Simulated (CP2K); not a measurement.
# Ru (P6_3/mmc) in CP2K: a series of runs

The runs below take Ru through band structure, with PBE, LDA.

Program: CP2K 2026.2. These are calculated values, not measurements. Logs are shortened: lines on timing, memory, paths and dates and some standing lists are left out, and cuts for length are marked.

**1. Starting point**

Symmetry: P6_3/mmc, No. 194, hexagonal system. Conventional cell: a = 2.706 Å, b = 2.706 Å, c = 4.282 Å, α = 90.00°, β = 90.00°, γ = 120.00°. Ru (site symmetry -6m2) is surrounded by 12 Ru at 2.65 to 2.71 Å.

**2. Band structure, PBE**

File ru_bands.inp:

```
&GLOBAL
  PROJECT ru_bands
  RUN_TYPE ENERGY_FORCE
  PRINT_LEVEL LOW
&END GLOBAL
&FORCE_EVAL
  METHOD QS
  STRESS_TENSOR ANALYTICAL
  &DFT
    BASIS_SET_FILE_NAME BASIS_MOLOPT_UZH
    POTENTIAL_FILE_NAME POTENTIAL_UZH
    &MGRID
      CUTOFF 450
      REL_CUTOFF 60
      NGRIDS 5
    &END MGRID
    &QS
      METHOD GPW
      EPS_DEFAULT 1.0E-9
    &END QS
    &KPOINTS
      SCHEME MONKHORST-PACK 11 11 6
      GAMMA_CENTERED T
      SYMMETRY T
      SYMMETRY_BACKEND SPGLIB
    &END KPOINTS
    &SCF
      SCF_GUESS ATOMIC
      EPS_SCF 1.0E-6
      MAX_SCF 100
      ADDED_MOS 16
      CHOLESKY OFF
      EPS_EIGVAL 1.0E-7
      &DIAGONALIZATION ON
        ALGORITHM STANDARD
      &END DIAGONALIZATION
      &MIXING ON
        METHOD BROYDEN_MIXING
        ALPHA 0.4
        BETA 1.5
        NBUFFER 8
      &END MIXING
      &SMEAR ON
        METHOD FERMI_DIRAC
        ELECTRONIC_TEMPERATURE [K] 580.226
      &END SMEAR
    &END SCF
    &XC
      &XC_FUNCTIONAL
        &GGA_X_PBE
        &END GGA_X_PBE
        &GGA_C_PBE
        &END GGA_C_PBE
      &END XC_FUNCTIONAL
    &END XC
    &PRINT
      &KPOINTS ON
      &END KPOINTS
      &MULLIKEN ON
      &END MULLIKEN
      &MO ON
        ENERGIES T
        OCCUPATION_NUMBERS T
        &EACH
          QS_SCF 0
        &END EACH
        ADD_LAST NUMERIC
      &END MO
      &BAND_STRUCTURE
        FILE_NAME bands.bs
        ADDED_MOS 6
        &KPOINT_SET
          UNITS B_VECTOR
          NPOINTS 10
          SPECIAL_POINT GAMMA 0.00000000 0.00000000 0.00000000
          SPECIAL_POINT M 0.50000000 0.00000000 0.00000000
          SPECIAL_POINT K 0.33333333 0.33333333 0.00000000
          SPECIAL_POINT GAMMA 0.00000000 0.00000000 0.00000000
          SPECIAL_POINT A 0.00000000 0.00000000 0.50000000
          SPECIAL_POINT L 0.50000000 0.00000000 0.50000000
          SPECIAL_POINT H 0.33333333 0.33333333 0.50000000
          SPECIAL_POINT A 0.00000000 0.00000000 0.50000000
        &END KPOINT_SET
        &KPOINT_SET
          UNITS B_VECTOR
          NPOINTS 10
          SPECIAL_POINT L 0.50000000 0.00000000 0.50000000
          SPECIAL_POINT M 0.50000000 0.00000000 0.00000000
        &END KPOINT_SET
        &KPOINT_SET
          UNITS B_VECTOR
          NPOINTS 10
          SPECIAL_POINT K 0.33333333 0.33333333 0.00000000
          SPECIAL_POINT H 0.33333333 0.33333333 0.50000000
        &END KPOINT_SET
      &END BAND_STRUCTURE
    &END PRINT
  &END DFT
  &SUBSYS
    &CELL
      ABC 2.7058000000 2.7058000000 4.2819000000
      ALPHA_BETA_GAMMA 90.0000000000 90.0000000000 119.9999999996
      PERIODIC XYZ
    &END CELL
    &COORD
      SCALED
      Ru  0.6666666667 0.3333333333 0.7500000000
      Ru  0.3333333333 0.6666666667 0.2500000000
    &END COORD
    &KIND Ru
      BASIS_SET TZVP-MOLOPT-PBE-GTH-q16
      POTENTIAL GTH-PBE-q16
    &END KIND
    &PRINT
      &ATOMIC_COORDINATES ON
      &END ATOMIC_COORDINATES
      &CELL ON
      &END CELL
    &END PRINT
  &END SUBSYS
  &PRINT
    &FORCES ON
    &END FORCES
    &STRESS_TENSOR ON
    &END STRESS_TENSOR
  &END PRINT
&END FORCE_EVAL
```

Potentials or basis: POTENTIAL_UZH Ru GTH-PBE-q16; TZVP-MOLOPT-PBE-GTH basis.

Run with:

```console
> OMP_NUM_THREADS=2 cp2k.psmp -i ru_bands.inp -o ru_bands.out
```

ru_bands.out:

```text

 CP2K| version string:                                       CP2K version 2026.2
 CP2K| Input file name                                              ru_bands.inp

 GLOBAL| Force Environment number                                              1
 GLOBAL| Basis set file name                                    BASIS_MOLOPT_UZH
 GLOBAL| Potential file name                                       POTENTIAL_UZH
 GLOBAL| MM Potential file name                                     MM_POTENTIAL
 GLOBAL| Coordinate file name                                      __STD_INPUT__
 GLOBAL| Method name                                                        CP2K
 GLOBAL| Project name                                                   ru_bands
 GLOBAL| Run type                                                   ENERGY_FORCE
 GLOBAL| FFT library                                                       FFTW3
[... 5 lines left out ...]
 GLOBAL| Global print level                                                  LOW
 GLOBAL| Total number of message passing processes                             1
 GLOBAL| Number of threads for this process                                    2
 GLOBAL| CPU model name           Intel(R) Xeon(R) Platinum 8259CL CPU @ 2.50GHz

 CELL| Volume [angstrom^3]:                                            27.149294
 CELL| Vector a [angstrom]:       2.706     0.000     0.000   |a| =     2.705800
 CELL| Vector b [angstrom]:      -1.353     2.343     0.000   |b| =     2.705800
 CELL| Vector c [angstrom]:       0.000     0.000     4.282   |c| =     4.281900
 CELL| Angle (b,c), alpha [degree]:                                    90.000000
 CELL| Angle (a,c), beta  [degree]:                                    90.000000
 CELL| Angle (a,b), gamma [degree]:                                   120.000000
 CELL| Numerically orthorhombic:                                              NO
 CELL| Periodicity                                                           XYZ

 CELL_REF| Volume [angstrom^3]:                                        27.149294
 CELL_REF| Vector a [angstrom     2.706     0.000     0.000   |a| =     2.705800
 CELL_REF| Vector b [angstrom    -1.353     2.343     0.000   |b| =     2.705800
 CELL_REF| Vector c [angstrom     0.000     0.000     4.282   |c| =     4.281900
 CELL_REF| Angle (b,c), alpha [degree]:                                90.000000
 CELL_REF| Angle (a,c), beta  [degree]:                                90.000000
 CELL_REF| Angle (a,b), gamma [degree]:                               120.000000
 CELL_REF| Numerically orthorhombic:                                          NO
 CELL_REF| Periodicity                                                       XYZ
[... 9 lines left out ...]
 TOTAL NUMBERS AND MAXIMUM NUMBERS

  Total number of            - Atomic kinds:                                   1
                             - Atoms:                                          2
                             - Shell sets:                                     2
                             - Shells:                                        22
                             - Primitive Cartesian functions:                 14
                             - Cartesian basis functions:                     82
                             - Spherical basis functions:                     70

  Maximum angular momentum of- Orbital basis functions:                        3
                             - Local part of the GTH pseudopotential:          2
                             - Non-local part of the GTH pseudopotential:      4

 MODULE QUICKSTEP: ATOMIC COORDINATES IN ANGSTROM

   Atom Kind Element         X             Y             Z       Z(eff)     Mass
      1    1 Ru   44      1.352900      0.781097      3.211425  16.0000 101.0700
      2    1 Ru   44     -0.000000      1.562194      1.070475  16.0000 101.0700

 SCF PARAMETERS         Density guess:                                    ATOMIC
                        --------------------------------------------------------
[... 31 lines left out ...]
  Electronic entropic energy:                                  -0.00061037182906
  Fermi energy:                                                 0.68660758752303

  Total energy:                                              -188.40474172733730
  Total energy (extrapolated to T->0):                       -188.40443654142277

 MO| EIGENVALUES AND OCCUPATION NUMBERS FOR K POINT 1
 MO|
 MO|  Index      Eigenvalue [a.u.]        Eigenvalue [eV]             Occupation
 MO|      1              -1.989215             -54.129291               2.000000
 MO|      2              -1.987998             -54.096172               2.000000
 MO|      3              -0.911644             -24.807104               2.000000
 MO|      4              -0.907544             -24.695541               2.000000
 MO|      5              -0.889716             -24.210403               2.000000
 MO|      6              -0.884630             -24.072020               2.000000
[... 518 lines left out ...]
 MO|     31               1.831798              49.845749               0.000000
 MO|     32               1.863251              50.701640               0.000000
 MO| Sum:                                                              29.956346
 MO| E(Fermi):            0.686608 a.u.         18.683543 eV

 [... the levels of further k-points ...]

 !-----------------------------------------------------------------------------!
                     Mulliken Population Analysis

 #  Atom  Element  Kind  Atomic population                           Net charge
       1     Ru       1         16.000000                             -0.000000
       2     Ru       1         16.000000                              0.000000
 # Total charge                             32.000000                  0.000000

 !-----------------------------------------------------------------------------!

 KPOINTS| Band Structure Calculation
 KPOINTS| Number of k-point sets                                               3
 KPOINTS| Number of added MOs/bands                                            6
 KPOINTS| Number of k-points in set    1                                      71
 KPOINTS| In units of b-vector [2pi/Bohr]
 KPOINTS| Special point     1       GAMMA     0.000000     0.000000     0.000000
 KPOINTS| Special point     2           M     0.500000     0.000000     0.000000
 KPOINTS| Special point     3           K     0.333333     0.333333     0.000000
 KPOINTS| Special point     4       GAMMA     0.000000     0.000000     0.000000
 KPOINTS| Special point     5           A     0.000000     0.000000     0.500000
 KPOINTS| Special point     6           L     0.500000     0.000000     0.500000
 KPOINTS| Special point     7           H     0.333333     0.333333     0.500000
 KPOINTS| Special point     8           A     0.000000     0.000000     0.500000
 KPOINTS| Number of k-points in set    2                                      11
 KPOINTS| In units of b-vector [2pi/Bohr]
 KPOINTS| Special point     1           L     0.500000     0.000000     0.500000
 KPOINTS| Special point     2           M     0.500000     0.000000     0.000000
 KPOINTS| Number of k-points in set    3                                      11
 KPOINTS| In units of b-vector [2pi/Bohr]
 KPOINTS| Special point     1           K     0.333333     0.333333     0.000000
 KPOINTS| Special point     2           H     0.333333     0.333333     0.500000

 ENERGY| Total FORCE_EVAL ( QS ) energy [hartree]           -188.404731084395848

 FORCES| Atomic forces [hartree/bohr]
 FORCES|   Atom     x               y               z               |f|
 FORCES|      1  1.85581136E-08 -1.02331548E-08 -8.90690664E-11   2.11926631E-08
 FORCES|      2 -1.85565178E-08  1.02331227E-08  8.75788240E-11   2.11912440E-08
 FORCES| Sum     1.59575527E-12 -3.21028821E-14 -1.49024244E-12
 FORCES| Total atomic force                                       2.18364100E-12

 STRESS| Analytical stress tensor [bar]
 STRESS|                        x                   y                   z
 STRESS|      x        7.40777225933E+04   3.17872349643E-01  -1.67396357957E-07
 STRESS|      y        3.17872349643E-01   7.40780991527E+04  -4.12856822196E-07
 STRESS|      z       -1.67396357957E-07  -4.12856822196E-07   7.39331486270E+04
 STRESS| 1/3 Trace                                             7.40296567910E+04
 STRESS| Determinant                                           4.05710879684E+14

 STRESS| Eigenvectors and eigenvalues of the analytical stress tensor [bar]
 STRESS|                        1                   2                   3
 STRESS| Eigenvalues   7.39331486270E+04   7.40775414247E+04   7.40782803214E+04
 STRESS|      x           0.000000001152      0.868799138131      0.495164677236
 STRESS|      y           0.000000002846     -0.495164677236      0.868799138131
 STRESS|      z           1.000000000000      0.000000000409     -0.000000003043
```

It took 1.8 min on 2 threads of Intel Xeon Platinum 8259CL at 2.50GHz (Skylake/Cascade Lake), shared host; peak memory 0.45 GiB.

Results:

| Property | Result |
| --- | --- |
| Free energy | -5126.7535 eV |
| Pressure | 7.4 GPa |
| Band gap on the k mesh | none (metal or under the smearing width) |

Levels at the corners of the path, in eV from the Fermi level:
```csv
point,band 14,band 15,band 16,band 17,band 18,band 19
Γ,-1.86,-1.86,-1.34,-1.34,1.28,1.28
M,-1.74,-1.47,1.53,1.94,2.01,4.16
K,-2.80,-1.01,1.09,1.09,1.55,7.13
Γ,-1.86,-1.86,-1.34,-1.34,1.28,1.28
A,-2.72,-2.67,-2.67,0.63,0.63,0.63
L,-1.00,0.52,0.52,1.78,1.78,3.47
H,-2.67,-1.13,-1.13,1.32,1.32,8.54
A,-2.72,-2.67,-2.67,0.63,0.63,0.63
L,-1.00,0.52,0.52,1.78,1.78,3.47
M,-1.74,-1.47,1.53,1.94,2.01,4.16
K,-2.80,-1.01,1.09,1.09,1.55,7.13
H,-2.67,-1.13,-1.13,1.32,1.32,8.54
```

Caveat: the basis of atomic orbitals isn't converged, which shifts pressures, moduli and gaps.

**3. Band structure, PBE**

Edit ru_bands.inp of step 2 so:

```diff
@@ -70,6 +70,6 @@
         FILE_NAME bands.bs
-        ADDED_MOS 6
+        ADDED_MOS 4
         &KPOINT_SET
           UNITS B_VECTOR
-          NPOINTS 10
+          NPOINTS 6
           SPECIAL_POINT GAMMA 0.00000000 0.00000000 0.00000000
@@ -85,3 +85,3 @@
           UNITS B_VECTOR
-          NPOINTS 10
+          NPOINTS 6
           SPECIAL_POINT L 0.50000000 0.00000000 0.50000000
@@ -91,3 +91,3 @@
           UNITS B_VECTOR
-          NPOINTS 10
+          NPOINTS 6
           SPECIAL_POINT K 0.33333333 0.33333333 0.00000000
@@ -100,4 +100,5 @@
     &CELL
-      ABC 2.7058000000 2.7058000000 4.2819000000
-      ALPHA_BETA_GAMMA 90.0000000000 90.0000000000 119.9999999996
+      A 2.7058000000 0.0000000000 0.0000000000
+      B -1.3529000000 2.3432915376 0.0000000000
+      C 0.0000000000 0.0000000000 4.2819000000
       PERIODIC XYZ
@@ -105,5 +106,4 @@
     &COORD
-      SCALED
-      Ru  0.6666666667 0.3333333333 0.7500000000
-      Ru  0.3333333333 0.6666666667 0.2500000000
+      Ru  1.3529000001 0.7810971791 3.2114250000
+      Ru  -0.0000000001 1.5621943585 1.0704750000
     &END COORD
```

Potentials or basis: POTENTIAL_UZH Ru GTH-PBE-q16; TZVP-MOLOPT-PBE-GTH basis.

Run with:

```console
> OMP_NUM_THREADS=2 cp2k.psmp -i ru_bands.inp -o ru_bands.out
```

Wall time 1.8 min (2 threads of Intel Xeon Platinum 8259CL at 2.50GHz (Skylake/Cascade Lake), shared host); peak memory 0.42 GiB.

Results (log left out):

| Quantity | Value |
| --- | --- |
| Free energy | -5126.7535 eV |
| Pressure | 7.4 GPa |
| Band gap on the k mesh | none (metal or under the smearing width) |

Levels at the corners of the path, in eV from the Fermi level:
| point | band 12 | band 13 | band 14 | band 15 | band 16 | band 17 | band 18 | band 19 | band 20 | band 21 |
| --- | --- | --- | --- | --- | --- | --- | --- | --- | --- | --- |
| Γ | -2.55 | -2.38 | -1.86 | -1.86 | -1.34 | -1.34 | 1.28 | 1.28 | 1.34 | 10.47 |
| M | -2.97 | -2.02 | -1.74 | -1.47 | 1.53 | 1.94 | 2.01 | 4.16 | 6.22 | 11.19 |
| K | -3.73 | -2.80 | -2.80 | -1.01 | 1.09 | 1.09 | 1.55 | 7.13 | 7.33 | 7.33 |
| Γ | -2.55 | -2.38 | -1.86 | -1.86 | -1.34 | -1.34 | 1.28 | 1.28 | 1.34 | 10.47 |
| A | -2.72 | -2.72 | -2.72 | -2.67 | -2.67 | 0.63 | 0.63 | 0.63 | 0.63 | 16.02 |
| L | -4.51 | -1.00 | -1.00 | 0.52 | 0.52 | 1.78 | 1.78 | 3.47 | 3.47 | 10.68 |
| H | -4.08 | -2.67 | -2.67 | -1.13 | -1.13 | 1.32 | 1.32 | 8.54 | 8.54 | 10.85 |
| A | -2.72 | -2.72 | -2.72 | -2.67 | -2.67 | 0.63 | 0.63 | 0.63 | 0.63 | 16.02 |
| L | -4.51 | -1.00 | -1.00 | 0.52 | 0.52 | 1.78 | 1.78 | 3.47 | 3.47 | 10.68 |
| M | -2.97 | -2.02 | -1.74 | -1.47 | 1.53 | 1.94 | 2.01 | 4.16 | 6.22 | 11.19 |
| K | -3.73 | -2.80 | -2.80 | -1.01 | 1.09 | 1.09 | 1.55 | 7.13 | 7.33 | 7.33 |
| H | -4.08 | -2.67 | -2.67 | -1.13 | -1.13 | 1.32 | 1.32 | 8.54 | 8.54 | 10.85 |

Caveat: the basis of atomic orbitals isn't converged, which shifts pressures, moduli and gaps.

**4. Band structure, LDA**

Edit ru_bands.inp of step 3 so:

```diff
@@ -10,3 +10,3 @@
     BASIS_SET_FILE_NAME BASIS_MOLOPT_UZH
-    POTENTIAL_FILE_NAME POTENTIAL_UZH
+    POTENTIAL_FILE_NAME GTH_POTENTIALS
     &MGRID
@@ -18,3 +18,3 @@
       METHOD GPW
-      EPS_DEFAULT 1.0E-9
+      EPS_DEFAULT 1.0E-10
     &END QS
@@ -44,3 +44,3 @@
         METHOD FERMI_DIRAC
-        ELECTRONIC_TEMPERATURE [K] 580.226
+        ELECTRONIC_TEMPERATURE [K] 300.557
       &END SMEAR
@@ -49,6 +49,6 @@
       &XC_FUNCTIONAL
-        &GGA_X_PBE
-        &END GGA_X_PBE
-        &GGA_C_PBE
-        &END GGA_C_PBE
+        &LDA_X
+        &END LDA_X
+        &LDA_C_PW
+        &END LDA_C_PW
       &END XC_FUNCTIONAL
@@ -68,5 +68,10 @@
       &END MO
+      &LOWDIN ON
+      &END LOWDIN
+      &HIRSHFELD ON
+        SHAPE_FUNCTION DENSITY
+      &END HIRSHFELD
       &BAND_STRUCTURE
         FILE_NAME bands.bs
-        ADDED_MOS 4
+        ADDED_MOS 2
         &KPOINT_SET
@@ -100,5 +105,4 @@
     &CELL
-      A 2.7058000000 0.0000000000 0.0000000000
-      B -1.3529000000 2.3432915376 0.0000000000
-      C 0.0000000000 0.0000000000 4.2819000000
+      ABC 2.7058000000 2.7058000000 4.2819000000
+      ALPHA_BETA_GAMMA 90.0000000000 90.0000000000 119.9999999996
       PERIODIC XYZ
@@ -106,4 +110,5 @@
     &COORD
-      Ru  1.3529000001 0.7810971791 3.2114250000
-      Ru  -0.0000000001 1.5621943585 1.0704750000
+      SCALED
+      Ru  0.6666666667 0.3333333333 0.7500000000
+      Ru  0.3333333333 0.6666666667 0.2500000000
     &END COORD
@@ -111,3 +116,3 @@
       BASIS_SET TZVP-MOLOPT-PBE-GTH-q16
-      POTENTIAL GTH-PBE-q16
+      POTENTIAL GTH-PADE-q16
     &END KIND
```

Potentials or basis: GTH_POTENTIALS Ru GTH-PADE-q16; TZVP-MOLOPT-PBE-GTH basis.

Run with:

```console
> OMP_NUM_THREADS=2 cp2k.psmp -i ru_bands.inp -o ru_bands.out
```

It took 2.2 min on 2 threads of Intel Xeon Platinum 8259CL at 2.50GHz (Skylake/Cascade Lake), shared host; peak memory 0.45 GiB.

Results (log left out):

```
Free energy            : -5158.4820 eV
Pressure               : -8.0 GPa
Band gap on the k mesh : none (metal or under the smearing width)
```

Stress tensor (GPa, compression positive):
```
-8.07  0.00  0.00
 0.00 -8.07  0.00
 0.00  0.00 -7.86
```

Levels at the corners of the path, in eV from the Fermi level:
```csv
point,band 14,band 15,band 16,band 17,band 18,band 19
Γ,-1.87,-1.87,-1.33,-1.33,1.22,1.30
M,-1.84,-1.49,1.56,1.98,2.05,4.16
K,-2.83,-1.03,1.12,1.12,1.57,7.15
Γ,-1.87,-1.87,-1.33,-1.33,1.22,1.30
A,-2.73,-2.73,-2.73,0.65,0.65,0.65
L,-1.00,0.47,0.47,1.82,1.82,3.41
H,-2.71,-1.12,-1.12,1.34,1.34,8.51
A,-2.73,-2.73,-2.73,0.65,0.65,0.65
L,-1.00,0.47,0.47,1.82,1.82,3.41
M,-1.84,-1.49,1.56,1.98,2.05,4.16
K,-2.83,-1.03,1.12,1.12,1.57,7.15
H,-2.71,-1.12,-1.12,1.34,1.34,8.51
```

Caveat: the basis of atomic orbitals isn't converged, which shifts pressures, moduli and gaps.

**5. The runs side by side**

```tsv
level	potentials or basis	smearing	EPS_DEFAULT	potentials	points a segment of the path (NPOINTS)	bands added on the path	gap on the mesh (eV)	pressure (GPa)
PBE	POTENTIAL_UZH Ru GTH-PBE-q16; TZVP-MOLOPT-PBE-GTH basis	fermi-dirac 0.05 eV	1.0E-9	Ru GTH-PBE-q16 of POTENTIAL_UZH	10	6	none	7.4
PBE	POTENTIAL_UZH Ru GTH-PBE-q16; TZVP-MOLOPT-PBE-GTH basis	fermi-dirac 0.05 eV	1.0E-9	Ru GTH-PBE-q16 of POTENTIAL_UZH	6	4	none	7.4
LDA	GTH_POTENTIALS Ru GTH-PADE-q16; TZVP-MOLOPT-PBE-GTH basis	fermi-dirac 0.0259 eV	1.0E-10	Ru GTH-PADE-q16 of GTH_POTENTIALS	6	2	none	-8.0
```

Alike in all rows: task band structure; no spin polarisation; cell as given; k mesh 11 × 11 × 6.

Caveats: the basis of atomic orbitals isn't converged, which shifts pressures, moduli and gaps.

Absolute energies hang on the potentials; compare differences alone.
